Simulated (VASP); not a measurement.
## CaO: single point with HSE(alpha, omega)

CaO:

```
CELL_PARAMETERS angstrom
0.00000 2.40356 2.40356
2.40356 0.00000 2.40356
2.40356 2.40356 0.00000
ATOMIC_POSITIONS crystal
Ca 0.00000 0.00000 0.00000
O 0.50000 0.50000 0.50000
```

The cell is a database's computed one.

- Program: VASP 6.6.1
- Task: single point
- Functional: HSE(alpha, omega)
- Potentials or basis: VASP PAW PBE potentials, release 64 (Ca_sv, O)
- Cutoff: 520 eV
- k mesh: 5 × 5 × 5
- Occupations: fermi-dirac, width 0.05 eV
- Spin: no spin polarisation

```json
{"Pressure": "-1.2 GPa", "Band gap on the k mesh": "6.59 eV, indirect (least direct gap 7.03 eV)"}
```

Levels at points of the mesh, in eV from the valence-band top:
| k point | band 6 | band 7 | band 8 | band 9 | band 10 | band 11 |
| --- | --- | --- | --- | --- | --- | --- |
| (0.00, 0.00, 0.00) | 0.00 | 0.00 | 0.00 | 7.21 | 9.45 | 9.45 |

Run time: 2.7 min on 1 thread of Intel(R) Xeon(R) 6975P-C (Granite Rapids), on a shared host, peak memory 0.26 GiB.

Caveat: the k mesh is coarse (spacing up to 0.45 Å⁻¹), so the values aren't converged, least of all with exact exchange; the PAW data sets were made with another functional, which shifts forces and pressure a little; an odd mesh through Γ misses points on the zone boundary, where band edges often lie.
